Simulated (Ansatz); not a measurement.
# In2SSe monolayer in a perpendicular field, part 2 of 2

What dipole does a perpendicular field induce in the In2SSe monolayer, and does the gap follow? A positive field points along +c.

Ansatz 0.2.0; plane-wave DFT, PBE-D3(BJ), Ansatz PAW (set soft_1); PAW set soft_1.

So far. Step 2 (Relaxing the slab): The lattice constant a goes from 4.017 to 3.950 Å.

### Step 3. Single point, field 0

A sawtooth potential applies the field, turning back in the middle of the vacuum. With the dipole correction the typed value is the field outside the slab. The induced dipole is small, so the SCF threshold is tight.

The cell differs from the one that the last finished run ended in (c 41.155 → 23.284 Å).

input.yaml

```yaml
crystal:
  lattice:
    - [3.9501914455, 0.0, 0.0]
    - [-1.9750957227, 3.4209661416, 0.0]
    - [0.0, 0.0, 23.2835720975]
  atoms:
    - { symbol: Se, position: [0.3333333333, 0.6666666667, 0.3865386274] }
    - { symbol: In, position: [0.0, 0.0, 0.4439569571] }
    - { symbol: In, position: [0.0, 0.0, 0.564062142] }
    - { symbol: S, position: [0.3333333333, 0.6666666667, 0.6134613726] }
kpoints:
  mp_grid: { grid: [12, 12, 1] }
  band_path:
    path: [[0, 0, 0], [0.5, 0, 0], [0.33333333, 0.33333333, 0], [0, 0, 0]]
    npoints: 16
hamiltonian:
  xc: pbe
  dispersion: d3bj
  pseudopotentials: { kind: paw, azcp: { folder: soft_1 } }
scf:
  occupations: { method: fermi_dirac, width: 0.02585 }
  convergence: { dr2_threshold: 1.0e-10 }
efield:
  axis: 3
  dipole_correction: true
  ramp_position: 0.97
  ramp_width: 0.06
  amplitude: 0
output:
  dos: { projected: true, e_range: [-6, 5] }
  write_potential: true
  write_density: true
  volumetric_format: npy
  elf: true
```

The run is started by

```bash
$ ansatz run input.yaml --threads 2 --pin off --max-ram 3072MiB --backend cpu --events-out ev --progress --plain --runs-dir out
```

Numbers of over 12 decimals in the logs are rounded to 6 here.

The log of the run:

```text
[...]
Crystal: 4 atoms, lattice volume = 314.642 Å³
Basis set: ecut = 420 eV, 6233 PW (Γ)
Bands: 29, of which v1, the nominal top of the filled ones, is band 24 counted from 1 (23 counted from 0)
Symmetry: 6 space group operations
[...]
k-points: 19 of 144 (time reversal used)
[...]
SCF iter   1: F=—  HF=-17570.565956 eV  |F-HF|=—  |Δ(HF+E_count)|=         —  Δρ=2.03e-2  dr2=2.70e0  ethr=3.10e-3  p=-0.000 e·Å  D=-2.18e-6 V/Å  ΔV_dip=0.00 eV  dr2_dipole=4.74e-3  V_vac-E_F(+/−)=5.82/5.82 eV  ⟨swp⟩=9.5  Hψ=3061  notcnv=0
efield: sawtooth ramp at fractional position 0.9700 (set: `efield.ramp_position`, or a place that a band, a saddle search or an elastic batch's reference lends), width 0.0600; the density the first Hamiltonian is built on has a dipole p = -0.000 e·Å; the dipole correction subtracts the counter field D = -2.18e-6 V/Å, which shifts the + side's vacuum level by +0.00 eV against the − side's; the planar-averaged density in the ramp window peaks in size at 5.4e-6 e/Å³
[...]
SCF iter   2: F=—  HF=-17570.004204 eV  |F-HF|=—  |Δ(HF+E_count)|=   5.62e-1  Δρ=1.02e-2  dr2=6.53e-1  ethr=3.10e-3  p=-0.036 e·Å  D=-2.08e-2 V/Å  ΔV_dip=0.49 eV  dr2_dipole=1.81e-2  V_vac-E_F(+/−)=6.11/5.63 eV  ⟨swp⟩=3.7  Hψ=1221  notcnv=0  defer=19
[...]
SCF iter  12: F=-17569.917281 eV  HF=-17569.917281 eV  |F-HF|=2.55e-11  |Δ(HF+E_count)|=  4.00e-11  Δρ=1.04e-7  dr2=7.46e-11  ethr=1.00e-12  p=-0.016 e·Å  D=-9.48e-3 V/Å  ΔV_dip=0.22 eV  dr2_dipole=1.37e-11  V_vac-E_F(+/−)=5.40/5.18 eV  ⟨swp⟩=10.2  Hψ=2282  notcnv=0
SCF 1 converged in 12 iterations: F = -17569.917281 eV  dr2 = 7.46e-11
[...]
NSCF: frozen V_eff on 49 k-points
efield: sawtooth ramp at fractional position 0.9700 (kept from the solve that this one continues, or follows in the run), width 0.0600; the density the first Hamiltonian is built on has a dipole p = -0.016 e·Å; the dipole correction subtracts the counter field D = -9.48e-3 V/Å, which shifts the + side's vacuum level by +0.22 eV against the − side's; the planar-averaged density in the ramp window peaks in size at 5.5e-6 e/Å³
WARN: The output density's exchange-correlation potential varies sharply where the density is thin. Do not read a vacuum level from v_tot or v_xc, or from such a field of the output density. On a cell that repeats whose density bears no net charge and no dipole along the vacuum's axis use v_es (v_loc + v_h of the components); under efield.dipole_correction with no amplitude use v_es + v_field, which holds any externa [...]
SCF converged after 12 iterations
Free energy (F): -17569.917281 eV
[...]
Internal energy: -17569.917281 eV  (E = F + TS)
E sigma→0 (E₀):  -17569.917281 eV
Fermi energy:    -0.965467 eV
Dipole field:    D = -0.009476 V/Å  (p = -0.016477 e·Å, saw-weighted, corrected)
Work function:   Φ+ = 5.4046 eV   Φ− = 5.1840 eV
Levels:          The Fermi level and band energies are counted from a zero that moves with the ramp; work functions are not
[...]
--- Band table (eV; the first three rows and the last of 19) ---
  k-point 0: bands = [... 20 lower, -2.7667, -2.0119, -2.0119, -1.9480, -0.1459, 1.2456, 3.4856, 3.4856, ... 1 higher]
  k-point 1: bands = [... 20 lower, -2.8390, -2.4463, -2.0974, -1.8972, 0.1881, 1.6148, 3.0634, 3.5529, ... 1 higher]
  k-point 2: bands = [... 20 lower, -3.1875, -3.0266, -2.3152, -1.8642, 0.7269, 1.8927, 2.7493, 3.6511, ... 1 higher]
  k-point 18: bands = [... 20 lower, -4.6194, -3.6164, -3.1539, -2.8373, 0.7886, 1.4544, 2.3016, 3.3342, ... 1 higher]
```

Elapsed: 16 s, on 2 threads of Arm Neoverse V2, shared host; peak memory 0.61 GiB.

In the SCF lines HF is the Harris–Foulkes energy and dr2 the Hartree energy of the density residual, in eV; the loop may stop once dr2 is under the threshold and the program's other checks hold. Hψ counts applications of the Hamiltonian.

Numbers from this step:

| Property | Result |
| --- | --- |
| gap on the k-mesh | 1.718 eV |
| dipole along the normal | -0.01648 e·Å |
| gap along the path | 1.715 eV |
| smallest direct gap along the path | 1.802 eV |
| step between the vacuum levels | 0.2206 eV |
| ionisation energy, upper face | 6.300 eV |
| electron affinity, upper face | 4.585 eV |
| ionisation energy, lower face | 6.079 eV |
| gap, the smaller of path and mesh | 1.715 eV |

Running mean over a fixed 2.8 Å (it still follows the layers) of the planar mean; the ramp of the sawtooth is left out. Table of electron's electrostatic potential energy less the Fermi level by z:

| z (Å) | electron's electrostatic potential energy less the Fermi level (eV) |
| --- | --- |
| 3 | 5.18 |
| 4 | 5.18 |
| 5 | 5.18 |
| 6 | 5.14 |
| 7 | 4.43 |
| 8 | 1.96 |
| 9 | -2.20 |
| 10 | -4.22 |
| 11 | -2.80 |
| 12 | -2.42 |
| 13 | -4.43 |
| 14 | -4.57 |
| 15 | -0.229 |
| 16 | 4.05 |
| 17 | 5.34 |
| 18 | 5.40 |
| 19 | 5.40 |
| 20 | 5.40 |

The density of states has structure finer than the step of the table below, so its rows give means over 0.25 eV, whole bins alone (the curve runs from -6 to 2.79 eV). Peaks (eV: height): -3.490: 7.40, -2.800: 6.80, -2.530: 9.44, -2.250: 8.55, -1.750: 6.50, -0.900: 9.55, 1.830: 6.56.

The density of states by energy, zero at the Fermi level of the run, which the smearing sets inside the gap; means over each step:

| energy (eV) | density of states (states/eV a cell) |
| --- | --- |
| -5.75 | 0.255 |
| -5.50 | 2.79 |
| -5.25 | 1.24 |
| -5.00 | 0.810 |
| -4.75 | 0.679 |
| -4.50 | 0.586 |
| -4.25 | 0.610 |
| -4.00 | 1.29 |
| -3.75 | 0.881 |
| -3.50 | 4.57 |
| -3.25 | 2.09 |
| -3.00 | 2.90 |
| -2.75 | 4.98 |
| -2.50 | 5.17 |
| -2.25 | 5.25 |
| -2.00 | 2.59 |
| -1.75 | 3.43 |
| -1.50 | 2.51 |
| -1.25 | 2.13 |
| -1.00 | 3.29 |
| -0.75 | 0.0955 |
| -0.50 | 0 |
| -0.25 | 0 |
| 0.00 | 0 |
| 0.25 | 0 |
| 0.50 | 0 |
| 0.75 | 0.00522 |
| 1.00 | 0.135 |
| 1.25 | 0.227 |
| 1.50 | 1.10 |
| 1.75 | 3.55 |
| 2.00 | 4.46 |
| 2.25 | 3.98 |
| 2.50 | 1.15 |

Projected DOS per atom over height of the atomic layer and energy from the Fermi level. Layers: Se In In S from below.

Values in states/eV, 22 rows by 4 columns, each cell a mean:
```
0.14 0.40 0.31 0.10
0.74 1.14 1.07 0.67
0.77 1.04 1.16 0.78
0.13 0.14 0.25 0.18
0.03 0.02 0.04 0.03
0.00 0.00 0.00 0.00
0.00 0.00 0.00 0.00
0.00 0.00 0.00 0.00
0.00 0.00 0.00 0.00
0.91 0.32 0.27 0.79
1.14 0.42 0.30 0.41
1.27 0.55 0.37 0.62
2.22 0.46 0.19 1.60
1.74 0.49 0.51 2.58
0.72 0.35 0.47 1.54
1.04 0.68 0.65 1.25
0.21 0.13 0.29 0.57
0.19 0.11 0.15 0.27
0.17 0.12 0.12 0.20
0.25 0.20 0.16 0.24
0.68 0.63 0.38 0.47
0.18 0.29 0.24 0.16
```
Columns: height of the atomic layer (Å) from 9 to 14.3 (not evenly spaced); rows upwards: energy from the Fermi level (eV) from -5.96 to 2.77.

The electronic bands at the labelled points (eV, zero at the Fermi level of the run, which the smearing sets inside the gap):

| point | band 21 | band 22 | band 23 | band 24 | band 25 | band 26 | band 27 | band 28 |
| --- | --- | --- | --- | --- | --- | --- | --- | --- |
| Γ | -1.80 | -1.05 | -1.05 | -0.98 | 0.82 | 2.21 | 4.45 | 4.45 |
| halfway | -2.63 | -2.30 | -1.62 | -0.96 | 1.96 | 2.24 | 4.07 | 4.20 |
| M | -2.72 | -2.46 | -2.08 | -1.76 | 1.45 | 1.68 | 3.42 | 3.88 |
| halfway | -3.13 | -2.77 | -2.26 | -1.76 | 1.81 | 2.16 | 3.62 | 4.03 |
| K | -3.65 | -2.65 | -2.19 | -1.87 | 1.75 | 2.42 | 3.27 | 4.30 |
| halfway | -2.74 | -2.57 | -2.14 | -1.00 | 2.26 | 2.58 | 3.72 | 4.47 |
| Γ | -1.80 | -1.05 | -1.05 | -0.98 | 0.82 | 2.21 | 4.45 | 4.45 |

ELF in the ca plane at fractional y = 0.667, with atoms of Se and S within 0.2 Å of it. It is the smooth field of the valence electrons, not physical close to the nuclei.

Values, 6 rows by 16 columns, each cell a mean:
```
0.00 0.00 0.00 0.00 0.00 0.01 0.08 0.21 0.21 0.29 0.40 0.23 0.19 0.11 0.02 0.00
0.00 0.00 0.00 0.00 0.00 0.04 0.20 0.36 0.25 0.27 0.36 0.22 0.29 0.25 0.07 0.00
0.00 0.00 0.00 0.00 0.02 0.27 0.71 0.75 0.57 0.18 0.13 0.33 0.76 0.79 0.43 0.06
0.00 0.00 0.00 0.00 0.05 0.46 0.84 0.38 0.63 0.17 0.04 0.49 0.44 0.75 0.67 0.13
0.00 0.00 0.00 0.00 0.05 0.43 0.83 0.53 0.65 0.17 0.05 0.46 0.59 0.80 0.63 0.11
0.00 0.00 0.00 0.00 0.01 0.19 0.60 0.71 0.48 0.21 0.20 0.28 0.66 0.68 0.31 0.03
```
Columns run along c (16.0 Å, from fractional 0.07 to 0.76 of the cell), rows up along a (4.0 Å). Atoms in or near the plane, at fractional coordinates: Se at (0.39, 0.33), S at (0.61, 0.33).

Electrostatic potential energy in the ca plane at fractional y = 0.667, with atoms of Se and S within 0.2 Å of it. With pseudopotentials it is smooth inside the atoms' cores, unlike the true potential.

Values in eV, 6 rows by 16 columns, each cell a mean:
```
  4   4   4   1  -5  -2   0  -5  -1   3   4   4   4   4   4   4
  4   4   3   1  -3  -2   0  -4  -1   3   4   4   4   4   4   4
  4   4   0 -12  -3   1   2   0 -10  -2   4   4   4   4   4   4
  4   4  -7  -3  -9   2   3  -2 -22 -13   4   4   4   4   4   4
  4   4  -6  -9  -7   2   2  -1 -21 -11   4   4   4   4   4   4
  4   4   1  -6  -2   0   1  -1  -5   1   4   4   4   4   4   4
```
Columns run along c (16.0 Å, from fractional 0.25 to 0.93 of the cell; values clipped at the 3rd and 97th percentile), rows up along a (4.0 Å). Atoms in or near the plane, at fractional coordinates: Se at (0.39, 0.33), S at (0.61, 0.33).

Valence density in the ca plane at fractional y = 0.667, with atoms of Se and S within 0.2 Å of it. It is the smooth field of the valence electrons, not physical close to the nuclei.

Values in e/Å³, 6 rows by 16 columns, each cell a mean:
```
 0  0  0  0  0  0  0  0  0  0  0  0  0  0  0  0
 0  0  0  0  0  0  0  0  0  0  0  0  0  0  0  0
 0  0  0  1  0  0  0  0  1  0  0  0  0  0  0  0
 0  0  1 17  1  0  0  0  1  1  0  0  0  0  0  0
 0  0  1  9  1  0  0  0  1  1  0  0  0  0  0  0
 0  0  0  0  0  0  0  0  0  0  0  0  0  0  0  0
```
Columns run along c (16.0 Å, from fractional 0.25 to 0.93 of the cell), rows up along a (4.0 Å). Atoms in or near the plane, at fractional coordinates: Se at (0.39, 0.33), S at (0.61, 0.33).

The gap is 1.71 eV, with the valence edge 6.30 eV and the conduction edge 4.59 eV under the upper vacuum level.

### Step 4. Atoms held, field 0.1 V/Å

input.yaml: that of step 3 with these lines changed.

```diff
@@ -25,7 +25,6 @@
   dipole_correction: true
-  ramp_position: 0.97
-  ramp_width: 0.06
-  amplitude: 0
+  ramp_position: 0.9463
+  ramp_width: 0.1009
+  amplitude: 0.1
 output:
-  dos: { projected: true, e_range: [-6, 5] }
   write_potential: true
@@ -33,2 +32 @@
   volumetric_format: npy
-  elf: true
```

The log of the run:

```text
[...]
Crystal: 4 atoms, lattice volume = 314.642 Å³
Basis set: ecut = 420 eV, 6233 PW (Γ)
Bands: 29, of which v1, the nominal top of the filled ones, is band 24 counted from 1 (23 counted from 0)
Symmetry: 6 space group operations
[...]
k-points: 19 of 144 (time reversal used)
[...]
k-point 0: bands = [... 20 lower, -2.7468, -2.0291, -2.0291, -1.9449, -0.1442, 1.2418, 3.4891, 3.4891, ... 1 higher]
  k-point 1: bands = [... 20 lower, -2.8192, -2.4651, -2.1145, -1.8942, 0.1909, 1.6105, 3.0632, 3.5561, ... 1 higher]
  k-point 2: bands = [... 20 lower, -3.2048, -3.0070, -2.3321, -1.8623, 0.7301, 1.8902, 2.7487, 3.6217, ... 1 higher]
  k-point 18: bands = [... 20 lower, -4.6311, -3.6080, -3.1592, -2.8367, 0.7874, 1.4545, 2.3002, 3.3352, ... 1 higher]
[key lines of the parts left out:]
SCF converged after 14 iterations
Free energy (F): -17569.918263 eV
Fermi energy:    -0.963654 eV
Dipole field:    D = 0.020766 V/Å  (p = 0.036108 e·Å, saw-weighted, corrected)
```

Run time: 17 s. Hardware: 2 threads; peak memory 0.55 GiB.

The dipole is 0.0361 e·Å, 0.0526 e·Å from its value without field, and the gap 1.715 eV.

### Step 5. Atoms held, field -0.1 V/Å

input.yaml: that of step 4 with these lines changed.

```diff
@@ -27,3 +27,3 @@
   ramp_width: 0.1009
-  amplitude: 0.1
+  amplitude: -0.1
 output:
```

The log of the run:

```text
[...]
Crystal: 4 atoms, lattice volume = 314.642 Å³
Basis set: ecut = 420 eV, 6233 PW (Γ)
Bands: 29, of which v1, the nominal top of the filled ones, is band 24 counted from 1 (23 counted from 0)
Symmetry: 6 space group operations
[...]
k-points: 19 of 144 (time reversal used)
[...]
k-point 0: bands = [... 20 lower, -2.7860, -1.9941, -1.9941, -1.9510, -0.1475, 1.2503, 3.4822, 3.4822, ... 1 higher]
  k-point 1: bands = [... 20 lower, -2.8583, -2.4269, -2.0797, -1.8999, 0.1854, 1.6198, 3.0606, 3.5499, ... 1 higher]
  k-point 2: bands = [... 20 lower, -3.1695, -3.0458, -2.2976, -1.8656, 0.7236, 1.8954, 2.7491, 3.6547, ... 1 higher]
  k-point 18: bands = [... 20 lower, -4.6065, -3.6264, -3.1460, -2.8373, 0.7901, 1.4547, 2.3033, 3.3335, ... 1 higher]
[key lines of the parts left out:]
SCF converged after 12 iterations
Free energy (F): -17569.921558 eV
Fermi energy:    -0.966912 eV
Dipole field:    D = -0.039710 V/Å  (p = -0.069048 e·Å, saw-weighted, corrected)
```

Elapsed: 16 s, on 2 threads; peak memory 0.55 GiB.

The dipole is -0.0690 e·Å, -0.0526 e·Å from its value without field, and the gap 1.715 eV.

### Step 6. Response, atoms held

This step: plane-wave DFT, PBE-D3(BJ), Ansatz PAW (set soft_1); response to a field along the normal, atoms held; PAW set soft_1 (Ansatz 0.2.0).

The dipoles give the slope, and the difference of two potentials shows where the field is screened.

This step gave:

- equivalent conductor thickness p/(ε₀AE): 7.040 Å
- distance between the outer atoms: 5.284 Å

Dipole of the cell against applied field:

| applied field (V/Å) | dipole of the cell (e·Å) |
| --- | --- |
| -0.1000 | -0.0690 |
| 0.0000 | -0.0165 |
| 0.1000 | 0.0361 |

Local field over the applied field, running mean. From the potentials at -0.1 and 0.1 V/Å; running mean over 2.5 Å. Local field over applied field against z:

| z (Å) | local field over applied field |
| --- | --- |
| 4.5 | 0.999 |
| 5.0 | 0.996 |
| 5.5 | 0.988 |
| 6.0 | 0.965 |
| 6.5 | 0.911 |
| 7.0 | 0.803 |
| 7.5 | 0.645 |
| 8.0 | 0.467 |
| 8.5 | 0.292 |
| 9.0 | 0.150 |
| 9.5 | 0.0785 |
| 10.0 | 0.0649 |
| 10.5 | 0.0652 |
| 11.0 | 0.0772 |
| 11.5 | 0.0992 |
| 12.0 | 0.0983 |
| 12.5 | 0.0799 |
| 13.0 | 0.0786 |
| 13.5 | 0.0944 |
| 14.0 | 0.140 |
| 14.5 | 0.252 |
| 15.0 | 0.415 |
| 15.5 | 0.591 |
| 16.0 | 0.757 |
| 16.5 | 0.883 |
| 17.0 | 0.954 |
| 17.5 | 0.983 |
| 18.0 | 0.994 |
| 18.5 | 0.998 |
| 19.0 | 0.999 |

Electrons, planar mean, per unit field. The induced electron density by z:

z (Å), induced electron density (e/Å³ per V/Å) and a bar from the least value:
```
     4.07    0.00000 ###############
     4.51    0.00001 ###############
     4.95    0.00002 ###############
     5.24    0.00003 ###############
     5.68    0.00008 ###############
     6.11    0.00020 ################
     6.55    0.00049 #################
     6.99    0.00109 ####################
     7.28    0.00178 #######################
     7.71    0.00310 #############################
     8.15    0.00343 ##############################
     8.59    0.00165 ######################
     9.02    0.00075 ##################
     9.46    0.00052 #################
     9.75    0.00002 ###############
    10.19   -0.00095 ###########
    10.62   -0.00077 ############
    11.06    0.00060 ##################
    11.50    0.00057 ##################
    11.79   -0.00016 ##############
    12.22   -0.00085 ###########
    12.66    0.00022 ################
    13.10    0.00109 ####################
    13.53    0.00005 ###############
    13.82   -0.00061 ############
    14.26   -0.00089 ###########
    14.70   -0.00200 ######
    15.13   -0.00350 
    15.57   -0.00280 ###
    16.01   -0.00149 #########
    16.30   -0.00088 ###########
    16.74   -0.00038 ##############
    17.17   -0.00015 ##############
    17.61   -0.00006 ###############
    18.04   -0.00002 ###############
    18.34   -0.00001 ###############
    18.77    0.00000 ###############
    19.21    0.00000 ###############
```

The smaller of the gaps on the path and on the k-mesh, counted as 0 under 0.03 eV. The gap stays at 1.71 eV for applied field from -0.1 to 0.1 V/Å.

By hand: between -0.1 and 0.1 V/Å the dipole changes by 0.1052 e·Å, a slope of 0.5258 e·Å²/V. A perfect conductor of thickness t has p = ε₀AEt, so t = 180.95 × 0.5258 / 13.513 = 7.04 Å (e/ε₀ = 180.95 V·Å, A in Å²).

The induced dipole is that of a conductor 7.04 Å thick.

### Step 7. Outcome

| Property | Result |
| --- | --- |
| gap without field | 1.71 eV |
| ionisation energy, upper face | 6.30 eV |
| electron affinity, upper face | 4.59 eV |
| step between the vacuum levels | 0.221 eV |
| equivalent conductor thickness, atoms held | 7.04 Å |

**Reading.** The induced dipole equals that of a perfect conductor 7.04 Å thick, while the outer atoms lie 5.28 Å apart; an out-of-plane ε follows only once a thickness t is chosen, by 1 − 1/ε = 7.04 Å / t. The two faces differ: the vacuum level above lies 0.22 eV higher than the one below. The gap stays within 0.01 eV of 1.71 eV over the fields run, up to 0.1 V/Å in size. Semilocal functionals give gaps that are too small, and excitons are not included. Spin-orbit coupling is left out, which matters for the bands of elements this heavy.

[Logs are printed without paths, hosts, clocks, repeated set-up lines and the standing remarks that a program may print on its own settings, such as how far it seeks lower states.]

[Hosts, paths, dates, database ids (printed as entryN), source tags and the programs' standing remarks are cut or masked in the printed files.]

[Maps of the electrostatic potential energy from Ansatz leave out the sawtooth potential of an applied field or a dipole correction, so their vacuum need not be flat; planar profiles and work functions include it.]

[The density of states shown here was stored with 400 of the rows of the run's finer table, so its peaks can read low, often by over a quarter, or be missed, and its means over a window can be off by a tenth or more.]
